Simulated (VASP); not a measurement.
Set up this calculation in VASP 6.6.1, as the native input.

```
Task                   : single point
Functional             : PBE
Potentials or basis    : VASP PAW PBE potentials, release 64 (C)
Cutoff                 : 520 eV
k mesh                 : 8 × 8 × 8
Occupations            : gaussian, width 0.02 eV
Spin                   : no spin polarisation
Dipole correction      : no
Further INCAR settings : ALGO = Normal; EDIFF = 1e-07; NBANDS = 21
```

The structure of C lies in POSCAR:

```
C
1.0
   -2.1909220742      2.1909220742      2.1909220742
    2.1909220742     -2.1909220742      2.1909220742
    2.1909220742      2.1909220742     -2.1909220742
C
6
Direct
    0.7500000000      0.2500000000      0.5000000000
    0.2500000000      0.7500000000      0.5000000000
    0.5000000000      0.2500000000      0.7500000000
    0.7500000000      0.5000000000      0.2500000000
    0.5000000000      0.7500000000      0.2500000000
    0.2500000000      0.5000000000      0.7500000000
```

The cell was built by a generator and needn't be a form met in nature.

One way to write it, as run:

INCAR

```
SYSTEM = C
  PREC = Accurate
  ENCUT = 520
  EDIFF = 1E-7
  ISMEAR = 0
  SIGMA = 0.02
  LREAL = .False.
  LASPH = .True.
  NELM = 100
  ALGO = Normal
  ISIF = 2
  LWAVE = .False.
  LCHARG = .False.
  GGA = PE
  NBANDS = 21
```

KPOINTS

```
Automatic mesh
0
Gamma
  8 8 8
  0 0 0
```

Potentials or basis: VASP PAW PBE potentials, release 64 (C).

Launch:

```sh
$ cat potpaw_PBE.64/C/POTCAR > POTCAR
$ mpirun -np 1 vasp_std > vasp.out
```

It gave:

* Pressure: 0.5 GPa
* Band gap on the k mesh: 2.61 eV, indirect (least direct gap 3.37 eV)

It took 24 s on 1 thread of AMD EPYC 7R13 Processor (Zen 3) (shared host), peak memory 0.12 GiB.
